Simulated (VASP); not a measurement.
# Te (C2/m) in VASP: further runs

The runs below take Te through single point, with PBE.

Everything below comes from runs of VASP 6.6.1. Logs are shortened: lines on timing, memory, paths and dates and some standing lists are left out, and cuts for length are marked.

### Step 1. The structure

Symmetry: C2/m, No. 12, monoclinic system. Conventional cell: a = 7.641 Å, b = 4.296 Å, c = 5.977 Å, α = 90.00°, β = 90.90°, γ = 90.00°. Around Te (site symmetry 2/m) lie 6 Te at 3.09 to 3.31 Å. Around Te (site symmetry m) lie 6 Te at 3.03 to 3.47 Å.

This isn't the form of Te at room conditions, which is trigonal, of chains.

### Step 2. Single point, PBE

INCAR

```
ADDGRID = F
ALGO = Normal
EDIFF = 1E-6
ENCUT = 460
GGA = PE
ISIF = 2
ISMEAR = 0
LASPH = T
LCHARG = F
LREAL = F
LWAVE = F
NBANDS = 16
NELM = 100
PREC = Accurate
SIGMA = 0.05
```

KPOINTS

```
k-points
0
Gamma
  9 9 6
```

POSCAR

```
Te
1.0
    3.8202894285     -2.1482026000      0.0000000000
    3.8202894285      2.1482026000      0.0000000000
   -0.0942908673      0.0000000000      5.9760906531
Te
3
Direct
    0.0053760000      0.0030970000      0.0153300000
    0.3128830000      0.3144850000      0.3485460000
    0.7243610000      0.6723340000      0.6509690000
```

Potentials or basis: VASP PAW PBE potentials, release 64 (Te).

On the command line:

```sh
> cat potpaw_PBE.64/Te/POTCAR > POTCAR
> mpirun -np 1 vasp_std > vasp.out
```

OUTCAR:

```text
EDIFF = 1E-6
   ENCUT = 460
   GGA = PE
   ISIF = 2
   ISMEAR = 0
   LASPH = T
   LREAL = F
   NELM = 100
   PREC = Accurate

 Found    244 irreducible k-points:

 Following reciprocal coordinates:
            Coordinates               Weight
  0.000000  0.000000  0.000000      1.000000
  0.111111 -0.000000  0.000000      2.000000
  0.000000 -0.111111 -0.000000      2.000000
  0.222222  0.000000  0.000000      2.000000
  0.000000 -0.222222  0.000000      2.000000
  0.333333 -0.000000  0.000000      2.000000
   k-points           NKPTS =    244   k-points in BZ     NKDIM =    244   number of bands    NBANDS=     16
   number of dos      NEDOS =    301   number of ions     NIONS =      3
   total plane-waves  NPLWV =  43008
   dimension x,y,z NGX =    32 NGY =   32 NGZ =   42
   dimension x,y,z NGXF=    64 NGYF=   64 NGZF=   84
   ions per type =               3
   NGX,Y,Z   is equivalent  to a cutoff of  12.14, 12.14, 11.68 a.u.
   NGXF,Y,Z  is equivalent  to a cutoff of  24.28, 24.28, 23.36 a.u.
 SYSTEM =  unknown system
   PREC   = accura    normal or accurate (medium, high low for compatibility)
   ISTART =      0    job   : 0-new  1-cont  2-samecut
   ICHARG =      2    charge: 1-file 2-atom 10-const
   ISPIN  =      1    spin polarized calculation?
   LNONCOLLINEAR =      F non collinear calculations
   LSORBIT =      F    spin-orbit coupling
   LASPH  =      T    aspherical Exc in radial PAW
   ENCUT  =  460.0 eV  33.81 Ry    5.81 a.u.   7.66  7.66 10.45*2*pi/ulx,y,z
   NELM   =    100;   NELMIN=  2; NELMDL= -5     # of ELM steps
   EDIFF  = 0.1E-05   stopping-criterion for ELM
   LREAL  =      F    real-space projection
   EDIFFG = 0.1E-04   stopping-criterion for IOM
   NSW    =      0    number of steps for IOM
   IBRION =     -1    ionic relax: 0-MD 1-quasi-New 2-CG
   NFREE  =      0    steps in history (QN), initial steepest desc. (CG)
   ISIF   =      2    stress and relaxation
   ISYM   =      2    0-nonsym 1-usesym 2-fastsym
   POTIM  = 0.5000    time-step for ionic-motion
   TEBEG  =    0.0;   TEEND  =   0.0 temperature during run
   PSTRESS=    0.0 pullay stress
   NELECT =      18.0000    total number of electrons
   NUPDOWN=      -1.0000    fix difference up-down
   EMIN   =  10.00;   EMAX   =-10.00  energy-range for DOS
   EFERMI =   0.00;   METHOD = LEGACY
   ISMEAR =     0;   SIGMA  =   0.05  broadening in eV -4-tet -1-fermi 0-gaus
   EFERMI_NEDOS =   21; number of points for ismear=-14 and -15
   IALGO  =     38    algorithm
   IMIX   =      4    mixing-type and parameters
     AMIX     =   0.40;   BMIX     =  1.00
     AMIX_MAG =   1.60;   BMIX_MAG =  1.00
  volume/ion in A,a.u.               =      32.70       220.64
  Fermi-wavevector in a.u.,A,eV,Ry     =   0.930307  1.758025 11.775440  0.865470
  Thomas-Fermi vector in A             =   2.056681
   LORBIT       =      0    0 simple, 1 ext, 2 COOP (PROOUT), +10 PAW based schemes
   GGA     = PE    functional components
   LHFCALC =     F    Hartree Fock is set to
   AEXX    =    0.0000 exact exchange contribution
   IVDW    =     0    specifies the selected vdW correction
   LEPSILON=     F    determine dielectric tensor
   LRPA    =     F    only Hartree local field effects (RPA)
 non-spin polarized calculation
 Gauss-broadening in eV      SIGMA  =   0.05
  energy-cutoff  :      460.00
  volume of cell :       98.09
 maximum number of plane-waves:      2218
   NGX = 15   NGY = 15   NGZ = 21

 number of electron      17.9999999 magnetization

 Free energy of the ion-electron system (eV)
  ---------------------------------------------------
  ext. energy  EPLUGINS =         0.00000000
  ---------------------------------------------------
  free energy    TOTEN  =        -9.25999798 eV

  energy without entropy =       -9.25949117  energy(sigma->0) =       -9.25974458

 E-fermi :   6.3872     XC(G=0):  -9.2730

 val. band max:        6.3767144488   @ k =   0.3333   0.2222  -0.3333
 cond. band min:       6.4113772980   @ k =  -0.4444   0.4444   0.5000
 fundamental gap:      0.0346628492
 Fermi energy:         6.3872159808

 k-point     1 :       0.0000    0.0000    0.0000
  band No.  band energies     occupation
      1      -7.3597      2.00000
      2      -4.1659      2.00000
      3      -3.6957      2.00000
      4       3.3482      2.00000
      5       3.7023      2.00000
      6       4.2961      2.00000
      7       4.3432      2.00000
      8       4.8299      2.00000
      9       5.2604      2.00000
     10       7.2933      0.00000
     11       7.4990      0.00000
     12       7.9614      0.00000
     13      11.0635      0.00000
     14      11.8164      0.00000
     15      12.4930      0.00000
     16      12.6694      0.00000

 k-point     2 :       0.1111   -0.0000    0.0000
  band No.  band energies     occupation
      1      -7.2554      2.00000
      2      -4.1315      2.00000
      3      -3.7315      2.00000
      4       2.4997      2.00000
      5       3.3597      2.00000
      6       3.7246      2.00000
      7       5.0169      2.00000
      8       5.1818      2.00000
      9       5.9798      2.00000
     10       7.0282      0.00000
     11       7.2383      0.00000
     12       7.6577      0.00000
     13      10.8064      0.00000
     14      11.4460      0.00000
     15      12.3004      0.00000
     16      12.9181      0.00000

 k-point     3 :       0.0000   -0.1111   -0.0000
  band No.  band energies     occupation
      1      -7.2562      2.00000
      2      -4.1460      2.00000
      3      -3.7140      2.00000
      4       2.6047      2.00000
      5       3.2847      2.00000
      6       3.6201      2.00000
      7       5.0436      2.00000
      8       5.2357      2.00000
      9       6.0457      2.00000
     10       6.7416      0.00000
     11       7.2946      0.00000
     12       7.8132      0.00000
     13      10.8802      0.00000
     14      11.4893      0.00000
     15      12.4072      0.00000
     16      12.7742      0.00000

 k-point     4 :       0.2222    0.0000    0.0000
  band No.  band energies     occupation
      1      -6.9482      2.00000
      2      -4.0817      2.00000
      3      -3.8587      2.00000
      4       1.6348      2.00000
      5       2.7370      2.00000
      6       3.0614      2.00000
      7       5.2580      2.00000
      8       5.6096      2.00000
      9       5.7636      2.00000
     10       6.9160      0.00000
     11       7.2547      0.00000
     12       7.8618      0.00000
     13       9.9978      0.00000
     14      11.5469      0.00000
     15      12.4794      0.00000
     16      13.7052      0.00000

 k-point     5 :       0.0000   -0.2222    0.0000
  band No.  band energies     occupation
      1      -6.9517      2.00000
      2      -4.1688      2.00000
      3      -3.7571      2.00000
      4       1.7512      2.00000
      5       2.5922      2.00000
      6       3.0699      2.00000
      7       5.2384      2.00000
      8       5.5101      2.00000
      9       5.7007      2.00000
     10       7.0024      0.00000
     11       7.5280      0.00000
     12       7.6342      0.00000
     13      10.1390      0.00000
     14      11.6598      0.00000
     15      12.5481      0.00000
     16      13.4277      0.00000

 k-point     6 :       0.3333   -0.0000    0.0000
  band No.  band energies     occupation
      1      -6.4604      2.00000
      2      -4.3948      2.00000
      3      -3.8400      2.00000
      4       1.3097      2.00000
      5       2.1745      2.00000
      6       2.6237      2.00000
      7       4.0364      2.00000
      8       5.7595      2.00000
      9       5.9322      2.00000
     10       6.7519      0.00000
     11       7.0111      0.00000
     12       9.1765      0.00000
     13       9.2744      0.00000
     14      12.3881      0.00000
     15      13.3128      0.00000
     16      14.7121      0.00000

 [... further k-points ...]

------------------------ aborting loop because EDIFF is reached ----------------------------------------

  FORCE on cell =-STRESS in cart. coord.  units (eV):
  Direction    XX          YY          ZZ          XY          YZ          ZX
  --------------------------------------------------------------------------------------
  -------------------------------------------------------------------------------------
  Total        0.3143777      1.2230895      0.6992078     -0.2328333      0.4151687     -0.5853896
  in kB        5.1350383     19.9779134     11.4208437     -3.8030930      6.7813558     -9.5617397
  external PRESSURE =      12.1779318 kB  Pullay stress =       0.0000000 kB

 VOLUME and BASIS-vectors are now :
 -----------------------------------------------------------------------------
  energy-cutoff  :      460.00
  volume of cell :       98.09
      direct lattice vectors                 reciprocal lattice vectors
     3.820289429 -2.148202600  0.000000000     0.130880136 -0.232752721  0.002065029
     3.820289429  2.148202600  0.000000000     0.130880136  0.232752721  0.002065029
    -0.094290867  0.000000000  5.976090653     0.000000000  0.000000000  0.167333472

 POSITION                                       TOTAL-FORCE (eV/Angst)
 -----------------------------------------------------------------------------------
      0.03092     -0.00490      0.09161         0.061285     -0.108976     -0.109815
      2.36386      0.00344      2.08294         0.184771      0.047944     -0.483358
      5.27440     -0.11176      3.89025        -0.246056      0.061032      0.593173
 -----------------------------------------------------------------------------------
    total drift:                                0.000059     -0.000023     -0.000034

  FREE ENERGIE OF THE ION-ELECTRON SYSTEM (eV)
  ---------------------------------------------------
  free  energy   TOTEN  =        -9.2599979839 eV

  energy  without entropy=       -9.2594911745  energy(sigma->0) =       -9.25974458
```

Run time: 3 min. Hardware: 1 thread of AMD EPYC 7R13 (Zen 3), shared host; peak memory 0.34 GiB.

These settings aren't checked as converged: the numbers below hold their error.

What came out:

* Free energy: -9.2600 eV
* Pressure: 1.2 GPa
* Largest force: 0.645 eV/Å
* Band gap on the k mesh: none (metal or under the smearing width)

### Step 3. Single point, PBE

Changes to INCAR since step 2:

```diff
@@ -3,3 +3,3 @@
 EDIFF = 1E-6
-ENCUT = 460
+ENCUT = 520
 GGA = PE
```

KPOINTS is that of step 2.

POSCAR

```
Te
1.0
    3.8202894285     -2.1482026000      0.0000000000
    3.8202894285      2.1482026000      0.0000000000
   -0.0942908673      0.0000000000      5.9760906531
Te
3
Direct
    0.0000000000      0.0000000000      0.0000000000
    0.3094466100      0.3094466100      0.3388094900
    0.6905533900      0.6905533900      0.6611905100
```

Potentials or basis: VASP PAW PBE potentials, release 64 (Te).

On the command line:

```sh
> cat potpaw_PBE.64/Te/POTCAR > POTCAR
> mpirun -np 1 vasp_std > vasp.out
```

OUTCAR:

```text
EDIFF = 1E-6
   ENCUT = 520
   GGA = PE
   ISIF = 2
   ISMEAR = 0
   LASPH = T
   LREAL = F
   NELM = 100
   PREC = Accurate

 Found    140 irreducible k-points:

 Following reciprocal coordinates:
            Coordinates               Weight
  0.000000  0.000000  0.000000      1.000000
  0.111111 -0.000000  0.000000      4.000000
  0.222222  0.000000  0.000000      4.000000
  0.333333 -0.000000  0.000000      4.000000
  0.444444  0.000000  0.000000      4.000000
  0.111111  0.111111  0.000000      2.000000
   k-points           NKPTS =    140   k-points in BZ     NKDIM =    140   number of bands    NBANDS=     16
   number of dos      NEDOS =    301   number of ions     NIONS =      3
   total plane-waves  NPLWV =  62208
   dimension x,y,z NGX =    36 NGY =   36 NGZ =   48
   dimension x,y,z NGXF=    72 NGYF=   72 NGZF=   96
   ions per type =               3
   NGX,Y,Z   is equivalent  to a cutoff of  13.66, 13.66, 13.35 a.u.
   NGXF,Y,Z  is equivalent  to a cutoff of  27.31, 27.31, 26.70 a.u.
 SYSTEM =  unknown system
   PREC   = accura    normal or accurate (medium, high low for compatibility)
   ISTART =      0    job   : 0-new  1-cont  2-samecut
   ICHARG =      2    charge: 1-file 2-atom 10-const
   ISPIN  =      1    spin polarized calculation?
[... 59 lines left out ...]
 fundamental gap:      0.0331567252
 Fermi energy:         6.4512650903

 k-point     1 :       0.0000    0.0000    0.0000
  band No.  band energies     occupation
      1      -7.2289      2.00000
      2      -4.0353      2.00000
      3      -3.8947      2.00000
      4       3.7217      2.00000
      5       3.7437      2.00000
      6       4.2181      2.00000
[... 91 lines left out ...]
      3      -3.8704      2.00000
      4       2.7558      2.00000
      5       3.4830      2.00000
      6       3.5033      2.00000
[... 8 lines left out ...]
     15      12.5499      0.00000
     16      12.8580      0.00000

 [... further k-points ...]

------------------------ aborting loop because EDIFF is reached ----------------------------------------

  FORCE on cell =-STRESS in cart. coord.  units (eV):
  Direction    XX          YY          ZZ          XY          YZ          ZX
  --------------------------------------------------------------------------------------
  -------------------------------------------------------------------------------------
  Total        0.2735016      0.4316645      0.3221883      0.0000000      0.0000000     -0.0112696
  in kB        4.4673682      7.0507976      5.2626151      0.0000000      0.0000000     -0.1840776
  external PRESSURE =       5.5935936 kB  Pullay stress =       0.0000000 kB

 VOLUME and BASIS-vectors are now :
 -----------------------------------------------------------------------------
  energy-cutoff  :      520.00
  volume of cell :       98.09
      direct lattice vectors                 reciprocal lattice vectors
     3.820289429 -2.148202600  0.000000000     0.130880136 -0.232752721  0.002065029
     3.820289429  2.148202600  0.000000000     0.130880136  0.232752721  0.002065029
    -0.094290867  0.000000000  5.976090653     0.000000000  0.000000000  0.167333472

 POSITION                                       TOTAL-FORCE (eV/Angst)
 -----------------------------------------------------------------------------------
      0.00000      0.00000      0.00000        -0.000000      0.000000      0.000000
      2.33240      0.00000      2.02476         0.092980      0.000000     -0.048341
      5.21388      0.00000      3.95133        -0.092980      0.000000      0.048341
 -----------------------------------------------------------------------------------
    total drift:                               -0.000000     -0.000000     -0.000000

  FREE ENERGIE OF THE ION-ELECTRON SYSTEM (eV)
  ---------------------------------------------------
  free  energy   TOTEN  =        -9.3014623925 eV

  energy  without entropy=       -9.3005217336  energy(sigma->0) =       -9.30099206
```

OSZICAR:

```text
N       E                     dE             d eps       ncg     rms          rms(c)
DAV:   1     0.674916237895E+02    0.67492E+02   -0.64102E+03  4480   0.889E+02
DAV:   2    -0.522040644689E+01   -0.72712E+02   -0.68964E+02  6072   0.135E+02
DAV:   3    -0.924694925167E+01   -0.40265E+01   -0.39956E+01  5504   0.341E+01
DAV:   4    -0.930933224441E+01   -0.62383E-01   -0.62360E-01  6616   0.510E+00
DAV:   5    -0.931032406341E+01   -0.99182E-03   -0.99181E-03  5880   0.571E-01    0.126E+01
DAV:   6    -0.929825012322E+01    0.12074E-01   -0.39937E-02  5688   0.110E+00    0.775E+00
DAV:   7    -0.930168189261E+01   -0.34318E-02   -0.27309E-02  5856   0.101E+00    0.561E-01
DAV:   8    -0.930154648768E+01    0.13540E-03   -0.25993E-03  5912   0.311E-01    0.191E-01
DAV:   9    -0.930145190826E+01    0.94579E-04   -0.44222E-04  5928   0.122E-01    0.827E-02
DAV:  10    -0.930146407867E+01   -0.12170E-04   -0.12646E-04  6000   0.578E-02    0.247E-02
DAV:  11    -0.930146211724E+01    0.19614E-05   -0.19564E-05  5752   0.246E-02    0.106E-02
DAV:  12    -0.930146239249E+01   -0.27525E-06   -0.16409E-06  5368   0.780E-03
   1 F= -.93014624E+01 E0= -.93009921E+01  d E =-.940659E-03
```

stdout:

```text
POSCAR found type information on POSCAR Te
 POSCAR found :  1 types and       3 ions
 scaLAPACK will be used
 LDA part: xc-table for (Slater+PW92), standard interpolation
 POSCAR, INCAR and KPOINTS ok, starting setup
 FFT: planning ... GRIDC
 FFT: planning ... GRID_SOFT
 FFT: planning ... GRID
 WAVECAR not read
 entering main loop
```

It took 2.7 min on 1 thread of AMD EPYC 7R13 (Zen 3), shared host; peak memory 0.31 GiB.

These settings aren't checked as converged: the numbers below hold their error.

What came out:

```yaml
Free_energy: -9.3015 eV
Pressure: 0.6 GPa
Largest_force: 0.105 eV/Å
Band_gap_on_the_k_mesh: none (metal or under the smearing width)
```

### Step 4. Single point, PBE

INCAR is that of step 3.

KPOINTS is that of step 3.

POSCAR

```
Te
1.0
    3.8202894285     -2.1482026000      0.0000000000
    3.8202894285      2.1482026000      0.0000000000
   -0.0942908673      0.0000000000      5.9760906531
Te
3
Direct
    0.0053760000      0.0030970000      0.0153300000
    0.3128830000      0.3144850000      0.3485460000
    0.7243610000      0.6723340000      0.6509690000
```

On the command line:

```sh
> cat potpaw_PBE.64/Te/POTCAR > POTCAR
> mpirun -np 1 vasp_std > vasp.out
```

Wall time 4.2 min (1 thread of AMD EPYC 7R13 (Zen 3), shared host); peak memory 0.41 GiB.

The run converged, but some of its settings lie outside the range that counts as converged, so its numbers aren't taken as properties of the crystal.

Results:

```
Free energy            : -9.2600 eV
Pressure               : 1.2 GPa
Largest force          : 0.645 eV/Å
Band gap on the k mesh : none (metal or under the smearing width)
```
